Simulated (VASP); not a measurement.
Wanted: the native input for a VASP 6.6.1 run.

* Task: single point
* Functional: HSE06
* Potentials or basis: VASP PAW PBE potentials, release 64 (F_h, C_h, H_h)
* Cutoff: 900 eV
* k mesh: 1 × 1 × 1
* Occupations: gaussian, width 0.01 eV
* Spin: no spin polarisation
* Grid for exact exchange (PRECFOCK): Fast
* Screening parameter: 0.2 1/A
* Further INCAR settings: ALGO = Normal; EDIFF = 1e-07

F2CH2, in a box:

```xyz
5
Lattice="12.0000 0.0000 0.0000 0.0000 11.0000 0.0000 0.0000 0.0000 11.0000" Properties=species:S:1:pos:R:3 pbc="T T T"
F     4.9311    5.7466    6.2312
F     7.0949    5.3762    6.2462
C     6.0145    5.5384    5.4507
H     5.8617    4.6225    4.8735
H     6.1697    6.4195    4.8219
```

One way to write it, as run:

POSCAR

```
H2CF2
1.0
   12.0000000000      0.0000000000      0.0000000000
    0.0000000000     11.0000000000      0.0000000000
    0.0000000000      0.0000000000     11.0000000000
F C H
2 1 2
Cartesian
    4.9311000000      5.7465500400      6.2312499700
    7.0949000400      5.3761500100      6.2461500200
    6.0144999600      5.5384499500      5.4506500400
    5.8617000000      4.6224500300      4.8734500100
    6.1697000400      6.4195499500      4.8218500000
```

INCAR.step1

```
  ALGO = Normal
  EDIFF = 1E-5
  ENCUT = 900
  GGA = PE
  ISIF = 2
  ISMEAR = 0
  LASPH = T
  LCHARG = F
  LREAL = F
  LWAVE = T
  NELM = 80
  PREC = Accurate
  SIGMA = 0.01
```

INCAR.step2

```
  ALGO = Normal
  EDIFF = 1E-7
  ENCUT = 900
  GGA = PE
  HFSCREEN = 0.2
  ISIF = 2
  ISMEAR = 0
  ISTART = 1
  LASPH = T
  LCHARG = F
  LHFCALC = T
  LREAL = F
  LWAVE = F
  NELM = 80
  PREC = Accurate
  PRECFOCK = Fast
  SIGMA = 0.01
```

KPOINTS

```
k-points
0
Gamma
  1 1 1
```

Potentials or basis: VASP PAW PBE potentials, release 64 (F_h, C_h, H_h).

The run is started by

```console
$ cat potpaw_PBE.64/F_h/POTCAR potpaw_PBE.64/C_h/POTCAR potpaw_PBE.64/H_h/POTCAR > POTCAR
$ cp INCAR.step1 INCAR
$ mpirun -np 1 vasp_gam > vasp.out
$ cp INCAR.step2 INCAR
$ mpirun -np 1 vasp_gam > vasp.out
```

Results of the run:

```
Largest force                   : 0.113 eV/Å
Gap between the frontier levels : 9.12 eV
```

Caveat: the PAW data sets were made with another functional, which shifts forces and pressure a little.

Wall time 9.3 min on 1 thread of AMD EPYC 9R45 96-Core Processor (Zen 5) (shared host), peak memory 2.2 GiB.
